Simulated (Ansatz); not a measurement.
# Ba: pressure up to the limit of the methods

How does Ba (diamond type) answer strong compression? The runs shown use PAW. Its runs: cell relaxed at zero pressure (PAW); volume scaled by 1 (PAW); volume scaled by 0.9 (PAW); volume scaled by 0.8 (PAW); volume scaled by 0.7 (PAW); volume scaled by 0.6 (PAW); volume scaled by 0.5 (PAW); volume scaled by 0.4 (PAW and PAW (core large)).

Computed with Ansatz 0.2.0 (DFT PBE, with the methods named in each step, unless a step's input says otherwise).

**1. The starting structure**

Symmetry: Fd-3m, No. 227, cubic system. The conventional cell has a = 8.593 Å, b = 8.593 Å, c = 8.593 Å, α = 90.00°, β = 90.00°, γ = 90.00°. Around Ba (site symmetry -43m) lie 4 Ba at 3.72 Å.

As a file:

```
CELL_PARAMETERS angstrom
0.00000 4.29631 4.29631
4.29631 0.00000 4.29631
4.29631 4.29631 0.00000
ATOMIC_POSITIONS crystal
Ba 0.87500 0.87500 0.87500
Ba 0.12500 0.12500 0.12500
```

Whether this phase is the stable one at these pressures isn't tested.

Atoms are numbered in the order of the input: Ba1, Ba2.

**2. Cell relaxed at zero pressure, PAW**

Contents of input.yaml:

```yaml
crystal:
  lattice:
    - [0.0, 4.2963101572, 4.2963101572]
    - [4.2963101572, 0.0, 4.2963101572]
    - [4.2963101572, 4.2963101572, 0.0]
  atoms:
    - { symbol: Ba, position: [-0.125, -0.125, -0.125] }
    - { symbol: Ba, position: [0.125, 0.125, 0.125] }
kpoints:
  mp_grid: { grid: [9, 9, 9] }
scf:
  occupations: { method: fermi_dirac, width: 0.05 }
hamiltonian:
  xc: pbe
  pseudopotentials: { kind: paw }
output:
  forces: true
  stress: true
  write_density: true
  write_potential: true
  elf: true
  volumetric_format: npy
relax:
  f_tol: 0.005
  max_steps: 40
  cell: {}
```

Run with:

```sh
ansatz run input.yaml --threads 1 --pin off --max-ram 2048MiB --backend cpu --events-out ev --progress --plain --runs-dir out
```

The runs that follow: Volume scaled by 1, PAW; Volume scaled by 0.9, PAW; Volume scaled by 0.8, PAW; Volume scaled by 0.7, PAW; Volume scaled by 0.6, PAW; Volume scaled by 0.5, PAW; Volume scaled by 0.4, PAW; Volume scaled by 0.4, PAW (core large).

**Question.** What will these runs give? Wanted: PAW pressure at 0.4 of the volume; PAW; fitted bulk modulus at zero pressure.

The runs gave:

| quantity | value |
| --- | --- |
| PAW pressure at 0.4 of the volume | 114.6 GPa |
| PAW (core large) pressure at 0.4 of the volume | 114.6 GPa |
| fitted bulk modulus at zero pressure (PAW) | 15.3 GPa |
| its pressure derivative | 4.74 |

At 0.4 of the starting volume PAW gives 115 GPa. A third-order Birch-Murnaghan curve fits the range only roughly (B₀ = 15.3 GPa, B′ = 4.74, misfit at most 1.04 GPa). A fit over so wide a range leans to the high pressures, so B₀ can be off by several per cent. No all-electron run checks these rows here, and frozen cores can fail under such compression. The ions are at rest, and the electrons smeared by 0.05 eV. Spin-orbit coupling is left out, though the cell holds Ba; in elements this heavy it can shift bands and gaps by tenths of an eV.
